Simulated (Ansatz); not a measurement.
# ZnCu (Pm-3m): the equilibrium volume

Aim: the volume at which the pressure of ZnCu (Pm-3m) vanishes.

Program: Ansatz 0.2.0. Level of theory: DFT PBE, scalar-relativistic, plane waves, PAW. These are calculated values, not measurements.

## Step 1: The starting structure

Symmetry: Pm-3m, No. 221, cubic system. Conventional cell: a = 2.955 Å, b = 2.955 Å, c = 2.955 Å, α = 90.00°, β = 90.00°, γ = 90.00°. Around Zn (site symmetry m-3m) lie 8 Cu at 2.56 Å. Around Cu (site symmetry m-3m) lie 8 Zn at 2.56 Å.

Coordinates:

```xyz
2
Lattice="2.9548 0.0000 0.0000 0.0000 2.9548 0.0000 0.0000 0.0000 2.9548" Properties=species:S:1:pos:R:3 pbc="T T T"
Zn    1.4774    1.4774    1.4774
Cu    0.0000    0.0000    0.0000
```

## Step 2: At the starting volume

input.yaml

```yaml
crystal:
  lattice:
    - [2.954784125, 0.0, 0.0]
    - [0.0, 2.954784125, 0.0]
    - [0.0, 0.0, 2.954784125]
  atoms:
    - { symbol: Zn, position: [0.5, 0.5, 0.5] }
    - { symbol: Cu, position: [0.0, 0.0, 0.0] }
basis:
  ecutwfc: 420
  ecutrho_ratio: 4
kpoints:
  mp_grid: { grid: [12, 12, 12] }
hamiltonian:
  xc: pbe
scf:
  occupations: { method: gaussian, width: 0.05 }
output:
  forces: true
  stress: true
  eigenvalues: true
```

Launch:

```sh
> ansatz run input.yaml --threads 8 --pin off --max-ram 15360MiB --backend cpu --events-out ev --progress --plain --runs-dir out
```

The program printed (excerpt; [...] marks lines left out):

```text
Warning: RAYON_NUM_THREADS=8 ignored (pool sized by the plan → 8); use --threads N
[...]
Pseudopotentials: kind: paw
Pseudopotential: Zn, paw, valence charge 12, recommended cutoff 420 eV (normal), Zn.paw.azcp
Pseudopotential: Cu, paw, valence charge 19, recommended cutoff 420 eV (normal), Cu.paw.azcp
Functional definition: PBE
[...]
Crystal: 2 atoms, lattice volume = 25.797 Å³
Basis set: ecut = 420 eV, 485 PW (Γ), exchange–correlation on 40×40×40 points (8 copies of the dense FFT grid, shifted against one another)
Bands: 20, of which v1, the nominal top of the filled ones, is band 16 counted from 1 (15 counted from 0)
Symmetry: 48 space group operations
Space group: Pm-3m (ITA 221), of the structure as read, at distance tolerance 3.0e-5 Å
k-points: 84 of 1728
[...]
SCF iter   1: F=—  HF=-9944.380851 eV  |F-HF|=—  |Δ(HF+E_count)|=         —  Δρ=2.06e-3  dr2=6.92e-4  ethr=1.77e-3  ⟨swp⟩=5.7  Hψ=7242  notcnv=0
[...]
SCF iter   6: F=-9944.381436 eV  HF=-9944.381436 eV  |F-HF|=1.17e-8  |Δ(HF+E_count)|=   4.46e-8  Δρ=7.05e-6  dr2=1.73e-8  ethr=3.23e-10  ⟨swp⟩=6.2  Hψ=7541  notcnv=0
[...]
SCF converged after 6 iterations
Free energy (F): -9944.381436 eV
[...]
E sigma→0 (E₀):  -9944.381073 eV
Entropy (-TS):   -0.000725 eV (-0.363 meV/atom)
Fermi energy:    14.242291 eV
[...]
--- Forces (eV/Å), atoms counted from 1 ---
  atom   1  Zn     0.00000000     0.00000000     0.00000000
  atom   2  Cu    -0.00000000     0.00000000    -0.00000000
[...]
--- Stress (GPa, compression-positive) ---
        1.242418       0.000000       0.000000
        0.000000       1.242418      -0.000000
        0.000000       0.000000       1.242418
  P = ⅓ Tr σ = 1.2424 GPa (12.424 kbar)
--- Band table (eV; the first three rows and the last of 84) ---
  k-point 0: bands = ["-98.6397", "-56.0091", "-56.0091", "-56.0091", "4.0400", "6.5435", "6.5435", "7.2272", "7.2272", "7.2272", "10.8038", "10.8038", "11.6483", "11.6483", "11.6483", "20.4791", "20.4791", "20.4791", "25.5011", "25.5011"]
[...]
```

Wall time 2 s (8 threads of Intel Xeon at 2.50GHz (Skylake/Cascade Lake), shared host); peak memory 0.39 GiB.

In short: volume 12.899 Å³/atom, pressure 1.24 GPa, no gap.

## Step 3: Next volume: 13.006 Å³/atom

Edit input.yaml of step 2 so:

```diff
@@ -2,5 +2,5 @@
   lattice:
-    - [2.954784125, 0.0, 0.0]
-    - [0.0, 2.954784125, 0.0]
-    - [0.0, 0.0, 2.954784125]
+    - [2.9629196503, 0.0, 0.0]
+    - [0.0, 2.9629196503, 0.0]
+    - [0.0, 0.0, 2.9629196503]
   atoms:
```

Launch:

```sh
> ansatz run input.yaml --threads 8 --pin off --max-ram 15360MiB --backend cpu --events-out ev --progress --plain --runs-dir out
```

The program printed (excerpt; [...] marks lines left out):

```text
Warning: RAYON_NUM_THREADS=8 ignored (pool sized by the plan → 8); use --threads N
[...]
[... 4 set-up lines as earlier in the session ...]
[...]
Crystal: 2 atoms, lattice volume = 26.011 Å³
Basis set: ecut = 420 eV, 485 PW (Γ), exchange–correlation on 40×40×40 points (8 copies of the dense FFT grid, shifted against one another)
Bands: 20, of which v1, the nominal top of the filled ones, is band 16 counted from 1 (15 counted from 0)
[... 2 set-up lines as earlier in the session ...]
k-points: 84 of 1728
[...]
SCF iter   1: F=—  HF=-9944.381831 eV  |F-HF|=—  |Δ(HF+E_count)|=         —  Δρ=2.02e-3  dr2=6.62e-4  ethr=1.77e-3  ⟨swp⟩=5.6  Hψ=7231  notcnv=0
[...]
SCF iter   6: F=-9944.382399 eV  HF=-9944.382399 eV  |F-HF|=1.43e-8  |Δ(HF+E_count)|=   3.85e-8  Δρ=7.42e-6  dr2=1.99e-8  ethr=3.23e-10  ⟨swp⟩=6.1  Hψ=7539  notcnv=0
[...]
SCF converged after 6 iterations
Free energy (F): -9944.382399 eV
[...]
E sigma→0 (E₀):  -9944.382026 eV
Entropy (-TS):   -0.000746 eV (-0.373 meV/atom)
Fermi energy:    14.088321 eV
[...]
--- Forces (eV/Å), atoms counted from 1 ---
  atom   1  Zn     0.00000000     0.00000000     0.00000000
  atom   2  Cu    -0.00000000     0.00000000    -0.00000000
[...]
--- Stress (GPa, compression-positive) ---
        0.268977       0.000000       0.000000
       -0.000000       0.268977       0.000000
        0.000000       0.000000       0.268977
  P = ⅓ Tr σ = 0.2690 GPa (2.690 kbar)
--- Band table (eV; the first three rows and the last of 84) ---
  k-point 0: bands = ["-98.7708", "-56.1403", "-56.1403", "-56.1403", "3.9532", "6.4195", "6.4195", "7.0899", "7.0899", "7.0899", "10.6767", "10.6767", "11.5117", "11.5117", "11.5117", "20.2999", "20.2999", "20.2999", "25.2999", "25.2999"]
[...]
```

Run time: 2.1 s. Hardware: 8 threads of Intel Xeon at 2.50GHz (Skylake/Cascade Lake), shared host; peak memory 0.39 GiB.

This gives: volume 13.006 Å³/atom, pressure 0.27 GPa, metallic.

## Step 4: Next volume: 13.036 Å³/atom

Edit input.yaml of step 3 so:

```diff
@@ -2,5 +2,5 @@
   lattice:
-    - [2.9629196503, 0.0, 0.0]
-    - [0.0, 2.9629196503, 0.0]
-    - [0.0, 0.0, 2.9629196503]
+    - [2.9652259816, 0.0, 0.0]
+    - [0.0, 2.9652259816, 0.0]
+    - [0.0, 0.0, 2.9652259816]
   atoms:
```

Launch:

```sh
> ansatz run input.yaml --threads 8 --pin off --max-ram 15360MiB --backend cpu --events-out ev --progress --plain --runs-dir out
```

The program printed (excerpt; [...] marks lines left out):

```text
Warning: RAYON_NUM_THREADS=8 ignored (pool sized by the plan → 8); use --threads N
[...]
[... 4 set-up lines as earlier in the session ...]
[...]
Crystal: 2 atoms, lattice volume = 26.072 Å³
Basis set: ecut = 420 eV, 485 PW (Γ), exchange–correlation on 40×40×40 points (8 copies of the dense FFT grid, shifted against one another)
Bands: 20, of which v1, the nominal top of the filled ones, is band 16 counted from 1 (15 counted from 0)
[... 2 set-up lines as earlier in the session ...]
k-points: 84 of 1728
[...]
SCF iter   1: F=—  HF=-9944.381893 eV  |F-HF|=—  |Δ(HF+E_count)|=         —  Δρ=2.00e-3  dr2=6.53e-4  ethr=1.77e-3  ⟨swp⟩=5.6  Hψ=7231  notcnv=0
[...]
SCF iter   6: F=-9944.382463 eV  HF=-9944.382463 eV  |F-HF|=2.23e-9  |Δ(HF+E_count)|=   7.59e-9  Δρ=3.89e-6  dr2=3.86e-9  ethr=9.15e-11  ⟨swp⟩=4.2  Hψ=6692  notcnv=0
[...]
SCF converged after 6 iterations
Free energy (F): -9944.382463 eV
[...]
E sigma→0 (E₀):  -9944.382087 eV
Entropy (-TS):   -0.000752 eV (-0.376 meV/atom)
Fermi energy:    14.044993 eV
[...]
--- Forces (eV/Å), atoms counted from 1 ---
  atom   1  Zn     0.00000000    -0.00000000     0.00000000
  atom   2  Cu    -0.00000000     0.00000000     0.00000000
[...]
--- Stress (GPa, compression-positive) ---
       -0.001226       0.000000       0.000000
       -0.000000      -0.001226       0.000000
        0.000000      -0.000000      -0.001226
  P = ⅓ Tr σ = -0.0012 GPa (-0.012 kbar)
--- Band table (eV; the first three rows and the last of 84) ---
  k-point 0: bands = ["-98.8077", "-56.1774", "-56.1774", "-56.1774", "3.9287", "6.3847", "6.3847", "7.0514", "7.0514", "7.0514", "10.6408", "10.6408", "11.4732", "11.4732", "11.4732", "20.2494", "20.2494", "20.2494", "25.2432", "25.2432"]
[...]
```

Run time: 2 s. Hardware: 8 threads of Intel Xeon at 2.50GHz (Skylake/Cascade Lake), shared host; peak memory 0.4 GiB.

Result: volume 13.036 Å³/atom, pressure 0.00 GPa, a metal on this mesh.

## Step 5: The volume search in one table

```csv
step,level,mesh,relaxed,volume (Å³/atom),pressure (GPa)
2,PBE,12×12×12,nothing,12.899,1.24
3,PBE,12×12×12,nothing,13.006,0.27
4,PBE,12×12×12,nothing,13.036,0.00
```

The cell before and after:

| cell as typed | before | after | change |
| --- | --- | --- | --- |
| a (Å) | 2.955 | 2.965 | +0.4 % |
| b (Å) | 2.955 | 2.965 | +0.4 % |
| c (Å) | 2.955 | 2.965 | +0.4 % |
| volume (Å³/atom) | 12.899 | 13.036 | +1.1 % |
| shortest distance (Å) | 2.559 | 2.568 | +0.4 % |
| space group | Pm-3m | Pm-3m | same |

## Step 6: Outcome

| quantity | value |
| --- | --- |
| volume | 13.036 Å³/atom |
| pressure | 0.00 GPa |
| conventional cell | a = 2.965 Å, b = 2.965 Å, c = 2.965 Å, α = 90.00°, β = 90.00°, γ = 90.00° |
| gap on the mesh | none (metal) |

**Reading.** Over the 3 runs shown the cell moved from 12.90 to 13.04 Å³/atom, a change of +1.1 %, where the pressure is zero within 0.01 GPa.
